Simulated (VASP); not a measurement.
# FeO (Wuestite) (Fm-3m) in VASP: further runs, part 2 of 2

VASP 6.6.1. The steps go on from the part before.

### Step 4. Single point, LDA, collinear spin, ferromagnetic start

Contents of INCAR:

```
PREC     = Accurate       # precision mode
ENCUT    = 300            # plane-wave cutoff, eV
EDIFF    = 1E-7           # SCF threshold, eV
ISMEAR   = 0              # smearing method
SIGMA    = 0.05           # smearing width, eV
LREAL    = False          # projectors in reciprocal space
LASPH    = True           # aspherical terms in the spheres
NELM     = 100            # most SCF steps
ALGO     = Normal         # electronic algorithm
ISIF     = 2              # what is computed and relaxed
LWAVE    = False          # write WAVECAR
LCHARG   = False          # write CHGCAR
ISPIN    = 2              # spin polarisation
MAGMOM   = 3 0            # initial moments
LORBIT   = 11             # projections on sites
LMAXMIX  = 4              # l up to which the mixer works
NBANDS   = 18             # bands
ADDGRID  = False
```

Contents of KPOINTS:

```
Automatic mesh
0
Gamma
  3 3 3
```

Contents of POSCAR:

```
FeO
1.0
    0.0000000000      2.1554000000      2.1554000000
    2.1554000000      0.0000000000      2.1554000000
    2.1554000000      2.1554000000      0.0000000000
Fe O
1 1
Direct
    0.0000000000      0.0000000000      0.0000000000
    0.5000000000      0.5000000000      0.5000000000
```

Potentials or basis: VASP PAW LDA potentials, release 64 (Fe, O).

Started as:

```console
cat potpaw_LDA.64/Fe/POTCAR potpaw_LDA.64/O/POTCAR > POTCAR
mpirun -np 1 vasp_std > vasp.out
```

OUTCAR:

```text
PREC = Accurate
   ENCUT = 300
   EDIFF = 1E-7
   ISMEAR = 0
   LREAL = False
   LASPH = True
   NELM = 100
   ISIF = 2
   ISPIN = 2
   LORBIT = 11

 Found      4 irreducible k-points:

 Following reciprocal coordinates:
            Coordinates               Weight
  0.000000  0.000000  0.000000      1.000000
  0.333333  0.000000  0.000000      8.000000
  0.333333  0.333333  0.000000      6.000000
 -0.333333  0.333333  0.000000     12.000000
   k-points           NKPTS =      4   k-points in BZ     NKDIM =      4   number of bands    NBANDS=     18
   number of dos      NEDOS =    301   number of ions     NIONS =      2
   total plane-waves  NPLWV =   5832
   dimension x,y,z NGX =    18 NGY =   18 NGZ =   18
   dimension x,y,z NGXF=    36 NGYF=   36 NGZF=   36
   ions per type =               1   1
   NGX,Y,Z   is equivalent  to a cutoff of   9.82,  9.82,  9.82 a.u.
   NGXF,Y,Z  is equivalent  to a cutoff of  19.63, 19.63, 19.63 a.u.
 SYSTEM =  unknown system
   PREC   = accura    normal or accurate (medium, high low for compatibility)
   ISTART =      0    job   : 0-new  1-cont  2-samecut
   ICHARG =      2    charge: 1-file 2-atom 10-const
   ISPIN  =      2    spin polarized calculation?
   LNONCOLLINEAR =      F non collinear calculations
   LSORBIT =      F    spin-orbit coupling
   LASPH  =      T    aspherical Exc in radial PAW
   ENCUT  =  300.0 eV  22.05 Ry    4.70 a.u.   4.30  4.30  4.30*2*pi/ulx,y,z
   NELM   =    100;   NELMIN=  2; NELMDL= -5     # of ELM steps
   EDIFF  = 0.1E-06   stopping-criterion for ELM
   LREAL  =      F    real-space projection
   EDIFFG = 0.1E-05   stopping-criterion for IOM
   NSW    =      0    number of steps for IOM
   IBRION =     -1    ionic relax: 0-MD 1-quasi-New 2-CG
   NFREE  =      0    steps in history (QN), initial steepest desc. (CG)
   ISIF   =      2    stress and relaxation
   ISYM   =      2    0-nonsym 1-usesym 2-fastsym
   POTIM  = 0.5000    time-step for ionic-motion
   TEBEG  =    0.0;   TEEND  =   0.0 temperature during run
   PSTRESS=    0.0 pullay stress
   NELECT =      14.0000    total number of electrons
   NUPDOWN=      -1.0000    fix difference up-down
   EMIN   =  10.00;   EMAX   =-10.00  energy-range for DOS
   EFERMI =   0.00;   METHOD = LEGACY
   ISMEAR =     0;   SIGMA  =   0.05  broadening in eV -4-tet -1-fermi 0-gaus
   EFERMI_NEDOS =   21; number of points for ismear=-14 and -15
   IALGO  =     38    algorithm
   IMIX   =      4    mixing-type and parameters
     AMIX     =   0.40;   BMIX     =  1.00
     AMIX_MAG =   1.60;   BMIX_MAG =  1.00
[... 33 lines left out ...]
 fundamental gap:      0.1490894623
 Fermi energy:         5.9391804717

 spin component 1

 k-point     1 :       0.0000    0.0000    0.0000
  band No.  band energies     occupation
      1     -14.6641      1.00000
      2       2.0158      1.00000
      3       2.0159      1.00000
      4       2.0159      1.00000
      5       2.2174      1.00000
      6       2.2174      1.00000
[... 60 lines left out ...]
      4      -0.3299      1.00000
      5       2.7578      1.00000
      6       3.0939      1.00000
[... 10 lines left out ...]
     17      33.3805      0.00000
     18      35.1201      0.00000
 Fermi energy:         5.9391804717

 spin component 2

 k-point     1 :       0.0000    0.0000    0.0000
  band No.  band energies     occupation
      1     -14.0797      1.00000
      2       2.6288      1.00000
      3       2.6288      1.00000
      4       2.6288      1.00000
      5       5.1222      1.00000
      6       5.1222      1.00000
[... 61 lines left out ...]
      5       5.6132      1.00000
      6       6.2924      0.00000
[... 10 lines left out ...]
     17      34.2078      0.00000
     18      36.0518      0.00000

------------------------ aborting loop because EDIFF is reached ----------------------------------------

  FORCE on cell =-STRESS in cart. coord.  units (eV):
  Direction    XX          YY          ZZ          XY          YZ          ZX
  --------------------------------------------------------------------------------------
  -------------------------------------------------------------------------------------
  Total       -6.3888607     -6.3888607     -6.3888607     -0.0000000     -0.0000000      0.0000000
  in kB     -511.1170495   -511.1170495   -511.1170495     -0.0000000     -0.0000000      0.0000000
  external PRESSURE =    -511.1170495 kB  Pullay stress =       0.0000000 kB

 VOLUME and BASIS-vectors are now :
 -----------------------------------------------------------------------------
  energy-cutoff  :      300.00
  volume of cell :       20.03
      direct lattice vectors                 reciprocal lattice vectors
     0.000000000  2.155400000  2.155400000    -0.231975503  0.231975503  0.231975503
     2.155400000  0.000000000  2.155400000     0.231975503 -0.231975503  0.231975503
     2.155400000  2.155400000  0.000000000     0.231975503  0.231975503 -0.231975503

 POSITION                                       TOTAL-FORCE (eV/Angst)
 -----------------------------------------------------------------------------------
      0.00000      0.00000      0.00000        -0.000000      0.000000      0.000000
      2.15540      2.15540      2.15540         0.000000     -0.000000      0.000000
 -----------------------------------------------------------------------------------
    total drift:                               -0.000000      0.000000     -0.000000

  FREE ENERGIE OF THE ION-ELECTRON SYSTEM (eV)
  ---------------------------------------------------
  free  energy   TOTEN  =       -16.4366549382 eV

  energy  without entropy=      -16.4290726903  energy(sigma->0) =      -16.43286381

 total charge

# of ion       s       p       d       tot
------------------------------------------
    1        0.289   0.363   6.103   6.755
    2        1.636   3.495   0.000   5.131
--------------------------------------------------
tot          1.925   3.858   6.103  11.887

 magnetization (x)

# of ion       s       p       d       tot
------------------------------------------
    1        0.026   0.017   3.530   3.573
    2        0.030   0.302   0.000   0.332
--------------------------------------------------
tot          0.056   0.319   3.530   3.905
```

OSZICAR:

```text
N       E                     dE             d eps       ncg     rms          rms(c)
DAV:   1     0.402919231744E+02    0.40292E+02   -0.47722E+03   320   0.577E+02
DAV:   2    -0.162839276136E+02   -0.56576E+02   -0.50030E+02   294   0.157E+02
DAV:   3    -0.185854095983E+02   -0.23015E+01   -0.22728E+01   362   0.345E+01
DAV:   4    -0.185969299134E+02   -0.11520E-01   -0.11518E-01   352   0.235E+00
DAV:   5    -0.185970061293E+02   -0.76216E-04   -0.76216E-04   346   0.193E-01    0.175E+01
DAV:   6    -0.170073264471E+02    0.15897E+01   -0.11252E+01   364   0.497E+01    0.193E+01
DAV:   7    -0.165330499907E+02    0.47428E+00   -0.31495E+00   344   0.303E+01    0.940E+00
DAV:   8    -0.164577016468E+02    0.75348E-01   -0.21763E-01   384   0.585E+00    0.487E+00
DAV:   9    -0.164463794605E+02    0.11322E-01   -0.82973E-02   438   0.400E+00    0.177E+00
DAV:  10    -0.164361106510E+02    0.10269E-01   -0.51951E-02   404   0.436E+00    0.223E-01
DAV:  11    -0.164366568224E+02   -0.54617E-03   -0.22593E-03   330   0.404E-01    0.138E-01
DAV:  12    -0.164366328251E+02    0.23997E-04   -0.75559E-05   386   0.152E-01    0.774E-02
DAV:  13    -0.164366599248E+02   -0.27100E-04   -0.39818E-05   404   0.927E-02    0.345E-02
DAV:  14    -0.164366547420E+02    0.51828E-05   -0.12396E-05   354   0.638E-02    0.718E-03
DAV:  15    -0.164366550416E+02   -0.29960E-06   -0.79244E-07   318   0.682E-03    0.476E-03
DAV:  16    -0.164366549325E+02    0.10910E-06   -0.45093E-07   332   0.143E-02    0.184E-03
DAV:  17    -0.164366549382E+02   -0.57735E-08   -0.24540E-08   152   0.302E-03
   1 F= -.16436655E+02 E0= -.16432864E+02  d E =-.758225E-02  mag=     4.0084
```

stdout:

```text
POSCAR found type information on POSCAR FeO
 POSCAR found :  2 types and       2 ions
 scaLAPACK will be used
 LDA part: xc-table for (Slater(with rela. corr.)+CA(PZ))
 , standard interpolation
 POSCAR, INCAR and KPOINTS ok, starting setup
 FFT: planning ... GRIDC
 FFT: planning ... GRID_SOFT
 FFT: planning ... GRID
 WAVECAR not read
 entering main loop
```

It took 5.4 s on 1 thread of Intel Xeon Platinum 8375C at 2.90GHz (Ice Lake), shared host; peak memory 0.11 GiB.

The run converged, but a check on its numbers failed (symmetry, net force, bounds or a known fault of this set-up), so they aren't taken as properties of the crystal.

Caveat: the k mesh is coarse (spacing up to 0.84 Å⁻¹), so the values aren't converged; the cutoff lies under the usual one of these potentials, so the numbers hold a large basis-set error; a pressure of tens of GPa on the cell as given is suspect, and the run, the potentials or the cell itself is likely at fault; a cell with one magnetic atom can't hold antiferromagnetic order, which such compounds often take; semilocal functionals often make such compounds metallic where correlation or magnetic order opens a gap, which also shifts bond lengths.

### Step 5. Single point, LDA, collinear spin, ferromagnetic start

Changes to INCAR since step 4:

```diff
@@ -1,3 +1,3 @@
 PREC     = Accurate       # precision mode
-ENCUT    = 300            # plane-wave cutoff, eV
+ENCUT    = 700            # plane-wave cutoff, eV
 EDIFF    = 1E-7           # SCF threshold, eV
```

Contents of KPOINTS:

```
Automatic mesh
0
Gamma
  2 2 2
```

POSCAR is that of step 4.

Started as:

```console
cat potpaw_LDA.64/Fe/POTCAR potpaw_LDA.64/O/POTCAR > POTCAR
mpirun -np 1 vasp_std > vasp.out
```

Run time: 10 s. Hardware: 1 thread of Intel Xeon Platinum 8375C at 2.90GHz (Ice Lake), shared host; peak memory 0.14 GiB.

These settings aren't checked as converged: the numbers below hold their error.

What came out:

* Free energy: -15.9540 eV
* Pressure: -37.1 GPa
* Band gap on the k mesh: none (metal or under the smearing width)
* Net moment: 2.04 μB per cell
* Site moments: Fe +2.01; O -0.01 μB
* Valence electrons inside the program's atomic spheres: Fe 6.89; O 4.90

Caveat: the k mesh is coarse (spacing up to 1.26 Å⁻¹), so the values aren't converged; a pressure of tens of GPa on the cell as given is suspect, and the run, the potentials or the cell itself is likely at fault; a cell with one magnetic atom can't hold antiferromagnetic order, which such compounds often take; semilocal functionals often make such compounds metallic where correlation or magnetic order opens a gap, which also shifts bond lengths.
